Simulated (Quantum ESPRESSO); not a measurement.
# Sb (Im-3m) in Quantum ESPRESSO: equation of state

How stiff is Sb in PBEsol, and what volume does it want? The cell is scaled to several volumes.

Everything below comes from runs of Quantum ESPRESSO 7.5. Logs are shortened: lines on timing, memory, paths and dates and some standing lists are left out, and cuts for length are marked.

## Step 1: Starting point

The structure is cubic, space group Im-3m (No. 229). The conventional cell has a = 3.743 Å, b = 3.743 Å, c = 3.743 Å, α = 90.00°, β = 90.00°, γ = 90.00°. Around Sb (site symmetry m-3m) lie 8 Sb at 3.24 Å.

This isn't the form of Sb at room conditions, which is rhombohedral.

## Step 2: Single point, PBEsol, 24.64 Å³/atom

The input, pw.in:

```
&CONTROL
  calculation = 'scf'
  prefix = 'pwscf'
  outdir = './tmp'
  pseudo_dir = './pseudo'
  tstress = .true.
  disk_io = 'nowf'
/
&SYSTEM
  ibrav = 0
  nat = 1
  ntyp = 1
  ecutwfc = 45
  ecutrho = 360
  nbnd = 13
  occupations = 'smearing'
  smearing = 'fd'
  degauss = 0.00367493
/
&ELECTRONS
  conv_thr = 2d-10
  electron_maxstep = 120
  mixing_beta = 0.5
/
ATOMIC_SPECIES
Sb   121.7600 sb_pbesol_v1.4.uspp.F.UPF
CELL_PARAMETERS angstrom
  -1.8331395369    1.8331395369    1.8331395369
   1.8331395369   -1.8331395369    1.8331395369
   1.8331395369    1.8331395369   -1.8331395369
ATOMIC_POSITIONS crystal
Sb     0.0000000000    0.0000000000    0.0000000000
K_POINTS automatic
10 10 10 0 0 0
```

Potentials or basis: GBRV 1.5 PBEsol.

The run is started by

```
> OMP_NUM_THREADS=1 mpirun -n 2 pw.x -nk 2 -in pw.in > pw.out
```

pw.out:

```text
This program is part of the open-source Quantum ESPRESSO suite
     for quantum simulation of materials; please cite
[... 13 lines left out ...]
     --------------------
     sticks:   dense  smooth     PW     G-vecs:    dense   smooth      PW
     Sum         969     483    181                19141     6819    1553

     Using Slab Decomposition

     bravais-lattice index     =            0
     lattice parameter (alat)  =       6.0001  a.u.
     unit-cell volume          =     166.2812 (a.u.)^3
     number of atoms/cell      =            1
     number of atomic types    =            1
     number of electrons       =        15.00
     number of Kohn-Sham states=           13
     kinetic-energy cutoff     =      45.0000  Ry
     charge density cutoff     =     360.0000  Ry
     scf convergence threshold =      2.0E-10
     mixing beta               =       0.5000
     number of iterations used =            8  plain     mixing
     Exchange-correlation= SLA  PW   PSX  PSC
                           (   1   4  10   8   0   0   0)

     celldm(1)=   6.000052  celldm(2)=   0.000000  celldm(3)=   0.000000
     celldm(4)=   0.000000  celldm(5)=   0.000000  celldm(6)=   0.000000

     crystal axes: (cart. coord. in units of alat)
               a(1) = (  -0.577350   0.577350   0.577350 )
               a(2) = (   0.577350  -0.577350   0.577350 )
               a(3) = (   0.577350   0.577350  -0.577350 )

     reciprocal axes: (cart. coord. in units 2 pi/alat)
               b(1) = ( -0.000000  0.866025  0.866025 )
               b(2) = (  0.866025 -0.000000  0.866025 )
               b(3) = (  0.866025  0.866025  0.000000 )

     PseudoPot. # 1 for Sb read from file:
     sb_pbesol_v1.4.uspp.F.UPF
     Pseudo is Ultrasoft + core correction, Zval = 15.0
     Generated by new atomic code, or converted to UPF format
     Using radial grid of  891 points,  6 beta functions with:
                l(1) =   0
                l(2) =   0
                l(3) =   1
                l(4) =   1
                l(5) =   2
                l(6) =   2
     Q(r) pseudized with  8 coefficients,  rinner =    1.350   1.350   1.350
                                                       1.350   1.350

     atomic species   valence    mass     pseudopotential
     Sb               15.00   121.76000     Sb( 1.00)

     48 Sym. Ops., with inversion, found

   Cartesian axes

     site n.     atom                  positions (alat units)
         1        Sb     tau(   1) = (   0.0000000   0.0000000   0.0000000  )

     number of k points=    47  Fermi-Dirac smearing, width (Ry)=  0.0037
                       cart. coord. in units 2pi/alat
        k(    1) = (   0.0000000   0.0000000   0.0000000), wk =   0.0020000
        k(    2) = (   0.0866025   0.0866025   0.0000000), wk =   0.0240000
        k(    3) = (   0.1732051   0.1732051   0.0000000), wk =   0.0240000
        k(    4) = (   0.2598076   0.2598076   0.0000000), wk =   0.0240000
        k(    5) = (   0.3464102   0.3464102   0.0000000), wk =   0.0240000
        k(    6) = (  -0.4330127  -0.4330127   0.0000000), wk =   0.0120000
[... 39 lines left out ...]
        k(   46) = (  -0.8660254  -0.0866025  -0.0866025), wk =   0.0240000
        k(   47) = (  -0.8660254  -0.8660254  -0.8660254), wk =   0.0020000

     Dense  grid:    19141 G-vectors     FFT dimensions: (  40,  40,  40)

     Smooth grid:     6819 G-vectors     FFT dimensions: (  25,  25,  25)

     Check: negative core charge=   -0.000002

     Initial potential from superposition of free atoms

     starting charge      14.0000, renormalised to      15.0000
     Starting wfcs are    9 randomized atomic wfcs +    4 random wfcs

     Self-consistent Calculation

     iteration #  1     ecut=    45.00 Ry     beta= 0.50
     Davidson diagonalization with overlap
     ethr =  1.00E-02,  avg # of iterations =  5.6

     total energy              =    -184.39093919 Ry
     estimated scf accuracy    <       0.97813385 Ry

     iteration #  2     ecut=    45.00 Ry     beta= 0.50
     Davidson diagonalization with overlap
     ethr =  6.52E-03,  avg # of iterations =  2.0

     total energy              =    -184.58408922 Ry
     estimated scf accuracy    <       0.01147735 Ry

     iteration #  3     ecut=    45.00 Ry     beta= 0.50
     Davidson diagonalization with overlap
     ethr =  7.65E-05,  avg # of iterations =  3.2
[... 22 lines left out ...]
     total energy              =    -184.58507565 Ry
     estimated scf accuracy    <          3.3E-09 Ry

     iteration #  7     ecut=    45.00 Ry     beta= 0.50
     Davidson diagonalization with overlap
     ethr =  2.19E-11,  avg # of iterations =  2.7

     total energy              =    -184.58507565 Ry
     estimated scf accuracy    <          7.8E-10 Ry

     iteration #  8     ecut=    45.00 Ry     beta= 0.50
     Davidson diagonalization with overlap
     ethr =  5.17E-12,  avg # of iterations =  2.0

     End of self-consistent calculation

          k = 0.0000 0.0000 0.0000 (   887 PWs)   bands (ev):

   -16.0967 -16.0967 -16.0967 -16.0004 -16.0004  -0.4639  19.3199  19.3199
    19.3199  24.8973  24.8973  24.8973  25.2580

          k = 0.0866 0.0866 0.0000 (   867 PWs)   bands (ev):

   -16.0995 -16.0916 -16.0816 -16.0035 -16.0008  -0.2363  17.6344  18.5711
    19.0933  23.1203  23.3612  24.7368  25.8507

          k = 0.1732 0.1732 0.0000 (   863 PWs)   bands (ev):

   -16.1067 -16.0800 -16.0420 -16.0104 -16.0023   0.4444  14.4696  17.2238
    18.5028  21.6845  22.0550  24.7422  26.4338

          k = 0.2598 0.2598 0.0000 (   848 PWs)   bands (ev):

   -16.1156 -16.0721 -16.0129 -16.0042 -15.9926   1.5636  11.2818  16.0489
    17.8288  20.7235  21.1316  25.5298  27.2668

          k = 0.3464 0.3464 0.0000 (   840 PWs)   bands (ev):

   -16.1229 -16.0732 -16.0079 -16.0056 -15.9521   3.0388   8.5021  15.2867
    17.3375  20.1672  20.5822  26.7971  28.3634

          k =-0.4330-0.4330 0.0000 (   846 PWs)   bands (ev):

   -16.1257 -16.0751 -16.0062 -16.0047 -15.9366   4.1436   6.9547  15.0245
    17.1615  19.9852  20.3999  27.6936  29.2042

          k = 0.1732 0.0866 0.0866 (   859 PWs)   bands (ev):

   -16.0994 -16.0889 -16.0534 -16.0087 -16.0019   0.2180  15.6444  17.2113
    18.3081  22.5719  22.7655  24.6925  26.1889

          k = 0.2598 0.1732 0.0866 (   852 PWs)   bands (ev):

   -16.1056 -16.0771 -16.0151 -16.0115 -16.0033   1.1194  12.8307  15.5445
    17.4767  21.6872  22.7298  24.5850  28.0316

          k = 0.3464 0.2598 0.0866 (   847 PWs)   bands (ev):

   -16.1133 -16.0698 -16.0130 -16.0063 -15.9707   2.4308   9.9350  14.4776
    16.8005  20.9851  22.5379  25.1719  29.0168
[... 58 lines left out ...]
   -16.0964 -16.0523 -16.0086 -16.0059 -15.9794   4.5642   8.4542  11.0214
    13.4872  24.9454  26.6315  28.0799  29.3724

          k = 0.0000-0.0866 0.2598 (   864 PWs)   bands (ev):

   -16.0914 -16.0728 -16.0442 -16.0191 -16.0024   0.6707  14.5704  16.4536
    17.3062  21.2529  23.1784  23.7704  27.1721

          k = 0.5196 0.3464 0.3464 (   841 PWs)   bands (ev):

   -16.0908 -16.0237 -16.0237 -15.9996 -15.9996   5.1340   9.1629   9.1629
    13.1998  25.8943  27.6548  27.6548  31.2477

          k =-0.0000-0.1732 0.3464 (   850 PWs)   bands (ev):

   -16.0998 -16.0646 -16.0216 -16.0070 -15.9944   1.7870  11.4610  15.3014
    16.7651  21.1690  22.2551  23.4938  29.7817

          k = 0.0866-0.0866 0.3464 (   856 PWs)   bands (ev):

   -16.0857 -16.0608 -16.0274 -16.0138 -16.0054   1.5676  12.7698  14.3935
    16.9055  20.5793  22.4386  25.5034  27.1411

          k = 0.0000-0.2598 0.4330 (   841 PWs)   bands (ev):

   -16.1066 -16.0678 -16.0160 -16.0091 -15.9536   3.2548   8.7156  14.5581
    16.3201  21.1744  21.6888  24.1384  27.8198

          k = 0.0866-0.1732 0.4330 (   849 PWs)   bands (ev):

   -16.0890 -16.0582 -16.0221 -16.0152 -15.9719   2.8677  10.2706  13.0675
    16.6677  20.7631  21.9961  25.4254  27.4445
[... 23 lines left out ...]
   -16.0709 -16.0709 -16.0063 -16.0063 -15.9899   4.4695   9.1758  11.5316
    11.5316  27.7743  27.7743  29.5414  30.0165

          k = 0.4330 0.4330 0.3464 (   844 PWs)   bands (ev):

   -16.0702 -16.0454 -16.0120 -16.0057 -16.0054   5.1675   8.9373  10.4064
    11.3157  28.4786  28.4869  30.5821  30.6542

          k = 0.0000 0.0000 0.3464 (   855 PWs)   bands (ev):

   -16.0546 -16.0546 -16.0462 -16.0348 -16.0090   1.3463  14.5356  15.1254
    15.1254  19.4571  25.2521  25.2521  26.1768

          k =-0.0000-0.0866 0.4330 (   845 PWs)   bands (ev):

   -16.0581 -16.0533 -16.0313 -16.0192 -15.9990   2.4525  11.9537  13.9926
    14.9205  19.0181  24.6967  25.1599  27.0279

          k = 0.0000-0.1732 0.5196 (   835 PWs)   bands (ev):

   -16.0643 -16.0638 -16.0353 -16.0089 -15.9576   3.8969   9.3355  13.2640
    14.7531  19.7856  23.9249  24.1196  25.3314

          k = 0.0866-0.0866 0.5196 (   846 PWs)   bands (ev):

   -16.0634 -16.0499 -16.0365 -16.0072 -15.9718   3.7248  10.6374  12.1261
    14.9908  18.6336  23.7101  24.5759  27.8867

          k =-0.8660-0.2598-0.2598 (   844 PWs)   bands (ev):

   -16.0683 -16.0661 -16.0399 -16.0023 -15.9417   4.9503   7.8720  13.0141
    14.6584  20.7156  22.6203  23.9236  24.9857

          k =-0.7794-0.1732-0.2598 (   838 PWs)   bands (ev):

   -16.0687 -16.0529 -16.0468 -15.9889 -15.9514   5.1160   8.8777  11.2615
    15.1789  19.3679  21.6424  23.9870  28.0554

          k =-0.6928-0.1732-0.1732 (   838 PWs)   bands (ev):

   -16.0645 -16.0645 -16.0449 -15.9634 -15.9634   5.7940   9.4323   9.4323
    15.6731  19.9233  19.9233  23.7874  31.8253

          k =-0.0000-0.0000 0.5196 (   843 PWs)   bands (ev):

   -16.0664 -16.0410 -16.0096 -16.0096 -16.0013   3.5368  12.3972  12.8692
    12.8692  17.4835  23.7821  27.6505  27.6535

          k = 0.0000-0.0866 0.6062 (   845 PWs)   bands (ev):

   -16.0782 -16.0605 -16.0106 -15.9893 -15.9625   4.9361  10.2770  12.1454
    13.1102  17.4419  21.1429  27.1274  27.9758

          k =-0.8660-0.1732-0.1732 (   840 PWs)   bands (ev):

   -16.0811 -16.0697 -16.0122 -15.9814 -15.9462   5.9247   8.9419  11.8970
    13.2268  18.2242  19.5243  26.9246  27.8624

          k =-0.7794-0.0866-0.1732 (   844 PWs)   bands (ev):

   -16.0849 -16.0777 -16.0011 -15.9669 -15.9532   6.1878   9.8095  10.6914
    13.4309  17.4479  18.8891  27.1013  31.1330

          k = 0.0000 0.0000 0.6928 (   848 PWs)   bands (ev):

   -16.0926 -16.0829 -15.9683 -15.9683 -15.9651   6.2532  11.1866  11.4228
    11.4228  16.3119  18.5787  30.0445  30.8993

          k =-0.8660-0.0866-0.0866 (   850 PWs)   bands (ev):

   -16.0964 -16.0936 -15.9682 -15.9599 -15.9499   7.1409  10.2011  11.1747
    11.7986  16.4962  17.0526  30.1337  31.3145

          k =-0.8660-0.8660-0.8660 (   856 PWs)   bands (ev):

   -16.1027 -16.1027 -15.9513 -15.9513 -15.9513   7.9259  10.9266  10.9266
    10.9266  15.9239  15.9239  31.8400  34.1191

     the Fermi energy is    13.1143 ev

!    total energy              =    -184.58507566 Ry
     estimated scf accuracy    <          2.9E-12 Ry
     smearing contrib. (-TS)   =      -0.00068530 Ry
     internal energy E=F+TS    =    -184.58439036 Ry

     The total energy is F=E-TS. E is the sum of the following terms:
     one-electron contribution =     -65.54330072 Ry
     hartree contribution      =      42.78356835 Ry
     xc contribution           =     -43.63811033 Ry
     ewald contribution        =    -118.18654766 Ry

     convergence has been achieved in   8 iterations

     Computing stress (Cartesian axis) and pressure

          total   stress  (Ry/bohr**3)                   (kbar)     P=       46.12
   0.00031354  -0.00000000  -0.00000000           46.12       -0.00       -0.00
  -0.00000000   0.00031354  -0.00000000           -0.00       46.12       -0.00
  -0.00000000  -0.00000000   0.00031354           -0.00       -0.00       46.12

=------------------------------------------------------------------------------=
   JOB DONE.
=------------------------------------------------------------------------------=
```

Wall time 3 s (2 MPI ranks of AMD EPYC 9R45 (Zen 5), shared host); peak memory 0.18 GiB.

Results:

```
Free energy            : -2511.4079 eV
Pressure               : 4.6 GPa
Band gap on the k mesh : none (metal or under the smearing width)
```

## Step 3: Single point, PBEsol, 25.16 Å³/atom

pw.in, as its differences from that of step 2:

```diff
@@ -27,5 +27,5 @@
 CELL_PARAMETERS angstrom
-  -1.8331395369    1.8331395369    1.8331395369
-   1.8331395369   -1.8331395369    1.8331395369
-   1.8331395369    1.8331395369   -1.8331395369
+  -1.8460493956    1.8460493956    1.8460493956
+   1.8460493956   -1.8460493956    1.8460493956
+   1.8460493956    1.8460493956   -1.8460493956
 ATOMIC_POSITIONS crystal
```

Potentials or basis: GBRV 1.5 PBEsol.

The run is started by

```
> OMP_NUM_THREADS=1 mpirun -n 2 pw.x -nk 2 -in pw.in > pw.out
```

Wall time 3 s (2 MPI ranks of AMD EPYC 9R45 (Zen 5), shared host); peak memory 0.16 GiB.

The run converged. Its results:

```yaml
Free_energy: -2511.4211 eV
Pressure: 2.9 GPa
Band_gap_on_the_k_mesh: none (metal or under the smearing width)
```

## Step 4: Single point, PBEsol, 25.69 Å³/atom

pw.in, as its differences from that of step 3:

```diff
@@ -27,5 +27,5 @@
 CELL_PARAMETERS angstrom
-  -1.8460493956    1.8460493956    1.8460493956
-   1.8460493956   -1.8460493956    1.8460493956
-   1.8460493956    1.8460493956   -1.8460493956
+  -1.8587811731    1.8587811731    1.8587811731
+   1.8587811731   -1.8587811731    1.8587811731
+   1.8587811731    1.8587811731   -1.8587811731
 ATOMIC_POSITIONS crystal
```

The run is started by

```
> OMP_NUM_THREADS=1 mpirun -n 2 pw.x -nk 2 -in pw.in > pw.out
```

It took 3.1 s on 2 MPI ranks of AMD EPYC 9R45 (Zen 5), shared host; peak memory 0.18 GiB.

It converged, with:

| Property | Result |
| --- | --- |
| Free energy | -2511.4287 eV |
| Pressure | 1.3 GPa |
| Band gap on the k mesh | none (metal or under the smearing width) |

## Step 5: Single point, PBEsol, 26.21 Å³/atom

pw.in, as its differences from that of step 4:

```diff
@@ -27,5 +27,5 @@
 CELL_PARAMETERS angstrom
-  -1.8587811731    1.8587811731    1.8587811731
-   1.8587811731   -1.8587811731    1.8587811731
-   1.8587811731    1.8587811731   -1.8587811731
+  -1.8713408863    1.8713408863    1.8713408863
+   1.8713408863   -1.8713408863    1.8713408863
+   1.8713408863    1.8713408863   -1.8713408863
 ATOMIC_POSITIONS crystal
```

The run is started by

```
> OMP_NUM_THREADS=1 mpirun -n 2 pw.x -nk 2 -in pw.in > pw.out
```

Wall time 3.9 s (2 MPI ranks of AMD EPYC 9R45 (Zen 5), shared host); peak memory 0.18 GiB.

It converged, with:

| Item | Value |
| --- | --- |
| Free energy | -2511.4314 eV |
| Pressure | -0.1 GPa |
| Band gap on the k mesh | none (metal or under the smearing width) |

## Step 6: Single point, PBEsol, 26.74 Å³/atom

pw.in, as its differences from that of step 5:

```diff
@@ -27,5 +27,5 @@
 CELL_PARAMETERS angstrom
-  -1.8713408863    1.8713408863    1.8713408863
-   1.8713408863   -1.8713408863    1.8713408863
-   1.8713408863    1.8713408863   -1.8713408863
+  -1.8837342335    1.8837342335    1.8837342335
+   1.8837342335   -1.8837342335    1.8837342335
+   1.8837342335    1.8837342335   -1.8837342335
 ATOMIC_POSITIONS crystal
```

Potentials or basis: GBRV 1.5 PBEsol.

The run is started by

```
> OMP_NUM_THREADS=1 mpirun -n 2 pw.x -nk 2 -in pw.in > pw.out
```

Run time: 3.8 s. Hardware: 2 MPI ranks of AMD EPYC 9R45 (Zen 5), shared host; peak memory 0.18 GiB.

It converged, with:

- Free energy: -2511.4297 eV
- Pressure: -1.4 GPa
- Band gap on the k mesh: none (metal or under the smearing width)

## Step 7: Single point, PBEsol, 27.26 Å³/atom

pw.in, as its differences from that of step 6:

```diff
@@ -27,5 +27,5 @@
 CELL_PARAMETERS angstrom
-  -1.8837342335    1.8837342335    1.8837342335
-   1.8837342335   -1.8837342335    1.8837342335
-   1.8837342335    1.8837342335   -1.8837342335
+  -1.8959666167    1.8959666167    1.8959666167
+   1.8959666167   -1.8959666167    1.8959666167
+   1.8959666167    1.8959666167   -1.8959666167
 ATOMIC_POSITIONS crystal
```

The run is started by

```
> OMP_NUM_THREADS=1 mpirun -n 2 pw.x -nk 2 -in pw.in > pw.out
```

Wall time 3.9 s (2 MPI ranks of AMD EPYC 9R45 (Zen 5), shared host); peak memory 0.18 GiB.

Results (log left out):

```
Free energy            : -2511.4239 eV
Pressure               : -2.6 GPa
Band gap on the k mesh : none (metal or under the smearing width)
```

## Step 8: Single point, PBEsol, 27.79 Å³/atom

pw.in, as its differences from that of step 7:

```diff
@@ -27,5 +27,5 @@
 CELL_PARAMETERS angstrom
-  -1.8959666167    1.8959666167    1.8959666167
-   1.8959666167   -1.8959666167    1.8959666167
-   1.8959666167    1.8959666167   -1.8959666167
+  -1.9080431628    1.9080431628    1.9080431628
+   1.9080431628   -1.9080431628    1.9080431628
+   1.9080431628    1.9080431628   -1.9080431628
 ATOMIC_POSITIONS crystal
```

The run is started by

```
> OMP_NUM_THREADS=1 mpirun -n 2 pw.x -nk 2 -in pw.in > pw.out
```

Run time: 3.9 s. Hardware: 2 MPI ranks of AMD EPYC 9R45 (Zen 5), shared host; peak memory 0.18 GiB.

The run converged. Its results:

| Item | Value |
| --- | --- |
| Free energy | -2511.4145 eV |
| Pressure | -3.6 GPa |
| Band gap on the k mesh | none (metal or under the smearing width) |

## Step 9: Equation of state, PBEsol

Potentials or basis: GBRV 1.5 PBEsol.

No new run: the results of the series are fitted here.

Results:

| Quantity | Value |
| --- | --- |
| Equilibrium volume | 26.26 Å³/atom |
| Bulk modulus | 68 GPa |
| Pressure derivative of the bulk modulus | 4.2 |

Energy against volume, from the lowest point:
| volume (Å³/atom) | energy (meV/atom) |
| --- | --- |
| 24.640 | 23.54 |
| 25.165 | 10.36 |
| 25.689 | 2.73 |
| 26.213 | 0.00 |
| 26.737 | 1.76 |
| 27.262 | 7.51 |
| 27.786 | 16.92 |
